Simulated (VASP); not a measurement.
# SiC (Moissanite 3C): NMR shieldings, part 2 of 3

What are the shielding tensors of SiC (Moissanite 3C)? The cell is of the zinc-blende type, one of the forms listed for this formula, which need not be the common one. The start is a cell from a database of measured crystal structures.

VASP 6.6.1, plane waves and PAW; the level of theory is named at each step.

So far. Step 2 (Ground state): The cell has a gap of 1.45 eV on this mesh and a pressure of -2.8 GPa, which holds the misfit of the given cell and coordinates with this functional, and any error of cutoff, mesh and data sets.

## 3. Shielding tensors

This step: chemical shifts by linear response (GIPAW), LDA; plane waves and PAW (Si, C) (VASP 6.6.1).

LCHIMAG computes the induced currents by linear response. It needs tightly converged orbitals and a cutoff well above the default; LEFG adds the field gradients at no cost.

Input file INCAR:

```
SYSTEM = SiC
PREC = Accurate
ENCUT = 560
EDIFF = 1E-09
NELM = 100
ISMEAR = 0
SIGMA = 0.01
LREAL = .FALSE.
ALGO = Normal
GGA = CA
NBANDS = 10
LWAVE = .FALSE.
LCHARG = .FALSE.
KPAR = 2
LCHIMAG = .TRUE.
LEFG = .TRUE.
DQ = 0.001
ICHIBARE = 1
LNMR_SYM_RED = .TRUE.
```

Input file POSCAR:

```
SiC
1.0
    0.0000000000      2.1790000000      2.1790000000
    2.1790000000      0.0000000000      2.1790000000
    2.1790000000      2.1790000000      0.0000000000
Si C
1 1
Direct
    0.0000000000      0.0000000000      0.0000000000
    0.7500000000      0.7500000000      0.7500000000
```

Input file KPOINTS:

```
Automatic mesh
0
Gamma
8 8 8
0 0 0
```

PAW data sets: Si and C (LDA family, release 64).

On the command line:

```bash
$ mpirun -np 2 vasp_std
```

Output:

```text
[banner, memory and clock lines left out]
running    2 mpi-ranks, on    1 nodes
 distrk:  each k-point on    1 cores,    2 groups
 distr:  one band on    1 cores,    1 groups

 POSCAR found type information on POSCAR SiC
 POSCAR found :  2 types and       2 ions
 LDA part: xc-table for (Slater(with rela. corr.)+CA(PZ))
 , standard interpolation
 POSCAR, INCAR and KPOINTS ok, starting setup
 FFT: planning ... GRIDC
 FFT: planning ... GRID_SOFT
 FFT: planning ... GRID
 WAVECAR not read
 entering main loop
       N       E                     dE             d eps       ncg     rms          rms(c)
DAV:   1     0.170689861647E+01    0.17069E+01   -0.43640E+03   628   0.721E+02
DAV:   2    -0.180255442306E+02   -0.19732E+02   -0.18630E+02   786   0.114E+02
DAV:   3    -0.186692001535E+02   -0.64366E+00   -0.64229E+00   690   0.172E+01
DAV:   4    -0.186723117192E+02   -0.31116E-02   -0.31110E-02   662   0.145E+00
DAV:   5    -0.186723277847E+02   -0.16066E-04   -0.16065E-04   668   0.965E-02    0.906E+00
DAV:   6    -0.167278900850E+02    0.19444E+01   -0.74969E+00   602   0.131E+01    0.398E+00
DAV:   7    -0.166584058972E+02    0.69484E-01   -0.36746E-01   678   0.381E+00    0.178E+00
DAV:   8    -0.166378591745E+02    0.20547E-01   -0.26834E-02   608   0.106E+00    0.177E-01
DAV:   9    -0.166374906043E+02    0.36857E-03   -0.18121E-03   738   0.247E-01    0.948E-02
DAV:  10    -0.166375054058E+02   -0.14801E-04   -0.11381E-04   620   0.715E-02    0.314E-02
DAV:  11    -0.166375056679E+02   -0.26208E-06   -0.37218E-06   690   0.127E-02    0.124E-02
DAV:  12    -0.166375054394E+02    0.22846E-06   -0.64730E-07   608   0.423E-03    0.688E-04
DAV:  13    -0.166375054432E+02   -0.38366E-08   -0.26470E-08   690   0.106E-03    0.448E-04
DAV:  14    -0.166375054463E+02   -0.31008E-08   -0.40234E-10   364   0.145E-04    0.734E-05
DAV:  15    -0.166375054469E+02   -0.51818E-09   -0.10886E-10   310   0.760E-05
ion   1
     0.0000000    -0.0000000    -0.0000000    -0.0000000    -0.0000000    -0.0000000
     0.0000353    -0.0000000    -0.0000000    -0.0000000    -0.0000000    -0.0000000
     0.0000487    -0.0000000    -0.0000000    -0.0000000    -0.0000000    -0.0000000
     0.0000670    -0.0000000    -0.0000000    -0.0000000    -0.0000000    -0.0000000
     0.0000923    -0.0000000    -0.0000000    -0.0000000    -0.0000000    -0.0000000

     0.0000000    -0.0000000    -0.0000000    -0.0000000    -0.0000000    -0.0000000
     0.0000353    -0.0000000    -0.0000000    -0.0000000    -0.0000000    -0.0000000
     0.0000487    -0.0000000    -0.0000000    -0.0000000    -0.0000000    -0.0000000
     0.0000670    -0.0000000    -0.0000000    -0.0000000    -0.0000000    -0.0000000
     0.0000923    -0.0000000    -0.0000000    -0.0000000    -0.0000000    -0.0000000

ion   2
     0.0000000    -0.0000000     0.0000000    -0.0000000    -0.0000000    -0.0000000
     0.0000266    -0.0000000     0.0000000    -0.0000000    -0.0000000    -0.0000000
     0.0000367    -0.0000000     0.0000000    -0.0000000    -0.0000000    -0.0000000
     0.0000505    -0.0000000     0.0000000    -0.0000000    -0.0000000    -0.0000000
     0.0000695    -0.0000000     0.0000000    -0.0000000    -0.0000000    -0.0000000

     0.0000000    -0.0000000     0.0000000    -0.0000000    -0.0000000    -0.0000000
     0.0000266    -0.0000000     0.0000000    -0.0000000    -0.0000000    -0.0000000
     0.0000367    -0.0000000     0.0000000    -0.0000000    -0.0000000    -0.0000000
     0.0000505    -0.0000000     0.0000000    -0.0000000    -0.0000000    -0.0000000
     0.0000695    -0.0000000     0.0000000    -0.0000000    -0.0000000    -0.0000000

   1 F= -.16637505E+02 E0= -.16637505E+02  d E =-.227998E-18
DAV:   1     0.175989411779E+02    0.17599E+02    0.00000E+00     0   0.000E+00
DAV:   2     0.175989411779E+02    0.00000E+00    0.00000E+00     0   0.000E+00
BDIR= 1  IDIR= 2  IQ= -1
DAV:   1     0.352059029648E+02    0.35206E+02   -0.11929E-02   622   0.414E-01
DAV:   2     0.352058857364E+02   -0.17228E-04   -0.17228E-04   628   0.103E-01
DAV:   3     0.352058856887E+02   -0.47669E-07   -0.47666E-07   860   0.710E-03
DAV:   4     0.352058856887E+02   -0.69704E-11   -0.23192E-10   646   0.111E-04
       N       E                     dE             d eps       ncg     rms
RMM:   1    -0.213026816536E+02   -0.21303E+02   -0.47522E+01  1298   0.271E+01
RMM:   2    -0.220029759644E+02   -0.70029E+00   -0.65417E-01  1327   0.425E+00
RMM:   3    -0.220254614462E+02   -0.22485E-01   -0.30686E-02  1342   0.618E-01
RMM:   4    -0.220267370452E+02   -0.12756E-02   -0.18137E-03  1359   0.130E-01
RMM:   5    -0.220268201312E+02   -0.83086E-04   -0.14228E-04  1358   0.272E-02
RMM:   6    -0.220268273609E+02   -0.72297E-05   -0.10264E-05  1367   0.673E-03
RMM:   7    -0.220268279088E+02   -0.54785E-06   -0.97935E-07  1314   0.167E-03
RMM:   8    -0.220268279633E+02   -0.54571E-07   -0.75755E-08  1180   0.456E-04
RMM:   9    -0.220268279675E+02   -0.41824E-08   -0.75837E-09  1100   0.136E-04
RMM:  10    -0.220268279680E+02   -0.45150E-09   -0.60047E-10  1042   0.544E-05
BDIR= 1  IDIR= 2  IQ=  0
DAV:   1     0.351978798018E+02    0.35198E+02   -0.64958E-12   304   0.211E-05
DAV:   2     0.351978798018E+02    0.14907E-10    0.68685E-14   294   0.608E-06
       N       E                     dE             d eps       ncg     rms
RMM:   1    -0.213272486843E+02   -0.21327E+02   -0.47666E+01  1297   0.272E+01
RMM:   2    -0.220295213609E+02   -0.70227E+00   -0.65346E-01  1324   0.425E+00
RMM:   3    -0.220519135428E+02   -0.22392E-01   -0.30605E-02  1320   0.618E-01
RMM:   4    -0.220531831797E+02   -0.12696E-02   -0.18037E-03  1334   0.130E-01
RMM:   5    -0.220532657655E+02   -0.82586E-04   -0.14159E-04  1310   0.271E-02
RMM:   6    -0.220532729545E+02   -0.71890E-05   -0.10179E-05  1325   0.665E-03
RMM:   7    -0.220532734972E+02   -0.54268E-06   -0.97101E-07  1250   0.162E-03
RMM:   8    -0.220532735513E+02   -0.54057E-07   -0.74754E-08  1109   0.436E-04
RMM:   9    -0.220532735554E+02   -0.41158E-08   -0.74844E-09  1024   0.130E-04
RMM:  10    -0.220532735558E+02   -0.44535E-09   -0.59087E-10   970   0.533E-05
BDIR= 1  IDIR= 2  IQ=  1
DAV:   1     0.351896157633E+02    0.35190E+02   -0.11907E-02   620   0.414E-01
DAV:   2     0.351895985361E+02   -0.17227E-04   -0.17227E-04   628   0.103E-01
DAV:   3     0.351895984883E+02   -0.47819E-07   -0.47813E-07   860   0.711E-03
DAV:   4     0.351895984883E+02   -0.12065E-10   -0.23614E-10   646   0.112E-04
       N       E                     dE             d eps       ncg     rms
RMM:   1    -0.213527364662E+02   -0.21353E+02   -0.47813E+01  1294   0.272E+01
RMM:   2    -0.220570081517E+02   -0.70427E+00   -0.65273E-01  1328   0.425E+00
[...]
RLQ:   3    -0.546121326522E-01   -0.24244E-03   -0.27215E-04  1293   0.621E-02
RLQ:   4    -0.546217828340E-01   -0.96502E-05   -0.14194E-05  1295   0.108E-02
RLQ:   5    -0.546223813334E-01   -0.59850E-06   -0.96459E-07  1273   0.265E-03
RLQ:   6    -0.546224286433E-01   -0.47310E-07   -0.69362E-08  1174   0.637E-04
RLQ:   7    -0.546224321071E-01   -0.34638E-08   -0.66010E-09  1081   0.182E-04
RLQ:   8    -0.546224324094E-01   -0.30226E-09   -0.42918E-10  1009   0.613E-05
BDIR= 3  IDIR= 1  IQ= -1
DAV:   1     0.352122450579E+02    0.35212E+02   -0.11812E-02   616   0.423E-01
DAV:   2     0.352122272034E+02   -0.17855E-04   -0.17855E-04   644   0.104E-01
DAV:   3     0.352122271561E+02   -0.47290E-07   -0.47257E-07   852   0.702E-03
DAV:   4     0.352122271561E+02    0.61107E-11   -0.21250E-10   656   0.107E-04
       N       E                     dE             d eps       ncg     rms
RMM:   1    -0.307090290512E+02   -0.30709E+02   -0.87458E+01  1308   0.289E+01
RMM:   2    -0.323116725442E+02   -0.16026E+01   -0.12965E+00  1328   0.525E+00
RMM:   3    -0.323586825827E+02   -0.47010E-01   -0.68978E-02  1339   0.850E-01
RMM:   4    -0.323614832326E+02   -0.28006E-02   -0.37852E-03  1369   0.200E-01
RMM:   5    -0.323616598857E+02   -0.17665E-03   -0.33407E-04  1364   0.476E-02
RMM:   6    -0.323616758048E+02   -0.15919E-04   -0.22202E-05  1371   0.124E-02
RMM:   7    -0.323616769566E+02   -0.11517E-05   -0.22431E-06  1303   0.333E-03
RMM:   8    -0.323616770728E+02   -0.11625E-06   -0.15767E-07  1186   0.917E-04
RMM:   9    -0.323616770813E+02   -0.84583E-08   -0.16685E-08  1153   0.269E-04
RMM:  10    -0.323616770822E+02   -0.91968E-09   -0.12152E-09  1128   0.888E-05
BDIR= 3  IDIR= 1  IQ=  0
DAV:   1     0.351978798018E+02    0.35198E+02   -0.65731E-12   304   0.211E-05
DAV:   2     0.351978798018E+02    0.43457E-10    0.10264E-14   294   0.608E-06
       N       E                     dE             d eps       ncg     rms
RMM:   1    -0.307397490049E+02   -0.30740E+02   -0.87559E+01  1308   0.289E+01
RMM:   2    -0.323446931861E+02   -0.16049E+01   -0.13013E+00  1316   0.525E+00
RMM:   3    -0.323919729183E+02   -0.47280E-01   -0.69320E-02  1319   0.851E-01
RMM:   4    -0.323947903249E+02   -0.28174E-02   -0.38123E-03  1332   0.200E-01
RMM:   5    -0.323949683223E+02   -0.17800E-03   -0.33644E-04  1326   0.477E-02
RMM:   6    -0.323949843435E+02   -0.16021E-04   -0.22374E-05  1324   0.125E-02
RMM:   7    -0.323949855037E+02   -0.11602E-05   -0.22571E-06  1247   0.334E-03
RMM:   8    -0.323949856205E+02   -0.11683E-06   -0.15866E-07  1135   0.921E-04
RMM:   9    -0.323949856291E+02   -0.85068E-08   -0.16752E-08  1089   0.271E-04
RMM:  10    -0.323949856300E+02   -0.92197E-09   -0.12202E-09  1058   0.892E-05
BDIR= 3  IDIR= 1  IQ=  1
DAV:   1     0.351832784953E+02    0.35183E+02   -0.11798E-02   614   0.423E-01
DAV:   2     0.351832606371E+02   -0.17858E-04   -0.17858E-04   646   0.104E-01
DAV:   3     0.351832605900E+02   -0.47121E-07   -0.47123E-07   844   0.702E-03
DAV:   4     0.351832605900E+02   -0.15774E-10   -0.30773E-10   654   0.120E-04
       N       E                     dE             d eps       ncg     rms
RMM:   1    -0.307684193086E+02   -0.30768E+02   -0.87630E+01  1308   0.289E+01
RMM:   2    -0.323756115801E+02   -0.16072E+01   -0.13061E+00  1330   0.525E+00
RMM:   3    -0.324231451576E+02   -0.47534E-01   -0.69632E-02  1338   0.852E-01
RMM:   4    -0.324259774577E+02   -0.28323E-02   -0.38376E-03  1367   0.200E-01
RMM:   5    -0.324261566863E+02   -0.17923E-03   -0.33853E-04  1364   0.478E-02
RMM:   6    -0.324261727975E+02   -0.16111E-04   -0.22538E-05  1371   0.125E-02
RMM:   7    -0.324261739661E+02   -0.11686E-05   -0.22708E-06  1302   0.336E-03
RMM:   8    -0.324261740835E+02   -0.11743E-06   -0.15979E-07  1186   0.925E-04
RMM:   9    -0.324261740921E+02   -0.85696E-08   -0.16849E-08  1153   0.272E-04
RMM:  10    -0.324261740930E+02   -0.92660E-09   -0.12291E-09  1124   0.896E-05
BDIR= 3  IDIR= 2  IQ= -1
DAV:   1     0.352059029648E+02    0.35206E+02   -0.11929E-02   622   0.414E-01
DAV:   2     0.352058857364E+02   -0.17228E-04   -0.17228E-04   628   0.103E-01
DAV:   3     0.352058856887E+02   -0.47703E-07   -0.47666E-07   860   0.710E-03
DAV:   4     0.352058856887E+02   -0.19789E-10   -0.23144E-10   646   0.111E-04
       N       E                     dE             d eps       ncg     rms
RMM:   1    -0.306909350408E+02   -0.30691E+02   -0.88428E+01  1284   0.295E+01
RMM:   2    -0.323547059770E+02   -0.16638E+01   -0.13519E+00  1319   0.539E+00
RMM:   3    -0.324038579791E+02   -0.49152E-01   -0.68921E-02  1338   0.865E-01
RMM:   4    -0.324065649695E+02   -0.27070E-02   -0.36924E-03  1353   0.200E-01
RMM:   5    -0.324067299444E+02   -0.16497E-03   -0.30627E-04  1353   0.461E-02
RMM:   6    -0.324067438719E+02   -0.13927E-04   -0.19545E-05  1358   0.118E-02
RMM:   7    -0.324067448437E+02   -0.97177E-06   -0.18673E-06  1302   0.305E-03
RMM:   8    -0.324067449352E+02   -0.91523E-07   -0.12499E-07  1170   0.824E-04
RMM:   9    -0.324067449417E+02   -0.64712E-08   -0.12484E-08  1140   0.236E-04
RMM:  10    -0.324067449423E+02   -0.64141E-09   -0.86715E-10  1092   0.787E-05
BDIR= 3  IDIR= 2  IQ=  0
DAV:   1     0.351978798019E+02    0.35198E+02   -0.64977E-12   304   0.211E-05
DAV:   2     0.351978798018E+02   -0.43691E-10    0.10715E-13   294   0.608E-06
       N       E                     dE             d eps       ncg     rms
RMM:   1    -0.305979883508E+02   -0.30598E+02   -0.88019E+01  1284   0.295E+01
RMM:   2    -0.322524472989E+02   -0.16545E+01   -0.13413E+00  1309   0.538E+00
RMM:   3    -0.323011103938E+02   -0.48663E-01   -0.68322E-02  1321   0.862E-01
RMM:   4    -0.323037915895E+02   -0.26812E-02   -0.36510E-03  1330   0.199E-01
RMM:   5    -0.323039545612E+02   -0.16297E-03   -0.30291E-04  1322   0.458E-02
RMM:   6    -0.323039683373E+02   -0.13776E-04   -0.19287E-05  1323   0.117E-02
RMM:   7    -0.323039692958E+02   -0.95849E-06   -0.18447E-06  1254   0.302E-03
RMM:   8    -0.323039693863E+02   -0.90431E-07   -0.12316E-07  1129   0.815E-04
RMM:   9    -0.323039693926E+02   -0.63731E-08   -0.12325E-08  1071   0.233E-04
RMM:  10    -0.323039693933E+02   -0.63329E-09   -0.85483E-10  1028   0.783E-05
BDIR= 3  IDIR= 2  IQ=  1
DAV:   1     0.351896157633E+02    0.35190E+02   -0.11907E-02   620   0.414E-01
DAV:   2     0.351895985361E+02   -0.17227E-04   -0.17227E-04   628   0.103E-01
DAV:   3     0.351895984883E+02   -0.47811E-07   -0.47813E-07   860   0.711E-03
DAV:   4     0.351895984883E+02   -0.40735E-10   -0.23688E-10   646   0.112E-04
       N       E                     dE             d eps       ncg     rms
RMM:   1    -0.305040488029E+02   -0.30504E+02   -0.87603E+01  1283   0.295E+01
RMM:   2    -0.321490324613E+02   -0.16450E+01   -0.13309E+00  1318   0.536E+00
RMM:   3    -0.321972222946E+02   -0.48190E-01   -0.67742E-02  1338   0.859E-01
RMM:   4    -0.321998792257E+02   -0.26569E-02   -0.36137E-03  1357   0.198E-01
RMM:   5    -0.322000404651E+02   -0.16124E-03   -0.29996E-04  1355   0.455E-02
RMM:   6    -0.322000541180E+02   -0.13653E-04   -0.19084E-05  1359   0.116E-02
RMM:   7    -0.322000550665E+02   -0.94851E-06   -0.18280E-06  1302   0.300E-03
RMM:   8    -0.322000551562E+02   -0.89730E-07   -0.12198E-07  1171   0.812E-04
RMM:   9    -0.322000551625E+02   -0.63137E-08   -0.12227E-08  1141   0.232E-04
RMM:  10    -0.322000551631E+02   -0.62901E-09   -0.84649E-10  1095   0.778E-05
       N       E                     dE             d eps       ncg     rms
RLQ:   1    -0.502239165139E-01   -0.50224E-01   -0.88904E-02   961   0.165E+00
RLQ:   2    -0.535460266966E-01   -0.33221E-02   -0.84313E-03  1146   0.326E-01
RLQ:   3    -0.537523921869E-01   -0.20637E-03   -0.17567E-04  1122   0.459E-02
RLQ:   4    -0.537590153590E-01   -0.66232E-05   -0.11468E-05  1141   0.857E-03
RLQ:   5    -0.537595568436E-01   -0.54148E-06   -0.72525E-07  1064   0.207E-03
RLQ:   6    -0.537595967159E-01   -0.39872E-07   -0.74704E-08   966   0.573E-04
RLQ:   7    -0.537596008682E-01   -0.41523E-08   -0.57877E-09   892   0.170E-04
RLQ:   8    -0.537596012005E-01   -0.33233E-09   -0.65094E-10   831   0.650E-05
```

Elapsed: 36 s, on 2 MPI ranks of Intel Xeon 6975P-C (Granite Rapids), shared host; peak memory 0.29 GiB.

OUTCAR, selected parts (step 3):

```text
The static configuration has the point symmetry T_d .

 Found     29 irreducible k-points:

   k-points           NKPTS =     29   k-points in BZ     NKDIM =     29   number of bands    NBANDS=     10

   ENCUT  =  560.0 eV  41.16 Ry    6.42 a.u.   5.95  5.95  5.95*2*pi/ulx,y,z

   NELECT =       8.0000    total number of electrons

  Total       -0.5302744     -0.5302744     -0.5302744      0.0000000      0.0000000     -0.0000000
  in kB      -41.0591159    -41.0591159    -41.0591159      0.0000000      0.0000000     -0.0000000
  external PRESSURE =     -41.0591159 kB  Pullay stress =       0.0000000 kB

  energy-cutoff  :      560.00
  volume of cell :       20.69
      direct lattice vectors                 reciprocal lattice vectors
     0.000000000  2.179000000  2.179000000    -0.229463056  0.229463056  0.229463056
     2.179000000  0.000000000  2.179000000     0.229463056 -0.229463056  0.229463056
     2.179000000  2.179000000  0.000000000     0.229463056  0.229463056 -0.229463056

 Electric field gradients after diagonalization (V/A^2)
 (convention: |V_zz| > |V_xx| > |V_yy|)
----------------------------------------------------------------------
 ion       V_xx      V_yy      V_zz     asymmetry (V_yy - V_xx)/ V_zz
----------------------------------------------------------------------
   1      -0.000    -0.000     0.000       0.000
   2      -0.000    -0.000     0.000       0.000
----------------------------------------------------------------------

  ORBITAL MAGNETIC SUSCEPTIBILITY, excluding core contribution
 -------------------------------------------------------------
  Approximate magnetic susceptibility, pGv (10^-6 cm^3/mole)
     1        -24.961580         -0.000000         -0.000000
     2         -0.000000        -24.961580          0.000000
     3         -0.000000          0.000000        -24.961580
 -------------------------------------------------------------
  Approximate magnetic susceptibility, vGv (10^-6 cm^3/mole)
     1        -20.160478         -0.000000          0.000000
     2          0.000000        -20.160478         -0.000000
     3          0.000000          0.000000        -20.160478

  CSA tensor (J. Mason, Solid State Nucl. Magn. Reson. 2, 285 (1993))
  for chemical shielding  (including the isotropic core contribution)

  BDIR labels direction of applied magnetic field (i.e. B0)
  For BDIR==1, B0 along x-axis, etc.
  Induced field listed along cartesian directions for each BDIR
 ------------------------------------------------------------------------------------------
                 EXCLUDING G=0 CONTRIBUTION              INCLUDING G=0 CONTRIBUTION
 ------------------------------------------------------------------------------------------
  ion  BDIR            X           Y           Z                X           Y           Z
          (   iso_shield        span        skew ) (   iso_shield        span        skew )
 ------------------------------------------------------------------------------------------
    1     1     331.6416     -0.0000      0.0000         350.1302     -0.0000      0.0000
          2      -0.0000    331.6416     -0.0000          -0.0000    350.1302     -0.0000
          3      -0.0000      0.0000    331.6416          -0.0000      0.0000    350.1302
          (     331.6416      0.0000      0.0000 ) (     350.1302      0.0000      0.0000 )

    2     1     135.3514     -0.0000     -0.0000         153.8400     -0.0000     -0.0000
          2       0.0000    135.3514     -0.0000           0.0000    153.8400     -0.0000
          3       0.0000     -0.0000    135.3514           0.0000     -0.0000    153.8400
          (     135.3514      0.0000      0.0000 ) (     153.8400      0.0000      0.0000 )
 ------------------------------------------------------------------------------------------

[... 5 parts as in an earlier step ...]

[... 2 further parts left out ...]
```

Numbers from this step:

| Property | Result |
| --- | --- |
| free energy (TOTEN) | -16.64 eV |
| Fermi energy | 8.120 eV |
| pressure | -4.106 GPa |
| gap on the k-mesh | 1.304 eV |
| least direct gap on the k-mesh | 4.497 eV |

Valence and core; the G = 0 term is that of a spherical sample. NMR shielding, by row:

```tsv
atom	isotropic shielding (ppm)	span (ppm)	skew	isotropic shielding without the G = 0 term (ppm)
Si1	350.1	0	-	331.6
C2	153.8	0	-	135.4
```

Ordered as |Vzz| ≥ |Vxx| ≥ |Vyy|, the program's way. Electric field gradients, by row:

```tsv
atom	Vxx (V/Å²)	Vyy (V/Å²)	Vzz (V/Å²)	asymmetry
Si1	0	0	0	-
C2	0	0	0	-
```

(Part 2 of 3 ends here.)

[Lines on the potential files, build, host, timing and source positions are cut from VASP's logs without a mark.]

[Logs are printed without paths, hosts, clocks, repeated set-up lines and the standing remarks that a program may print on its own settings, such as how far it seeks lower states.]

[Hosts, paths, dates, database ids (printed as entryN), source tags and the programs' standing remarks are cut or masked in the printed files.]
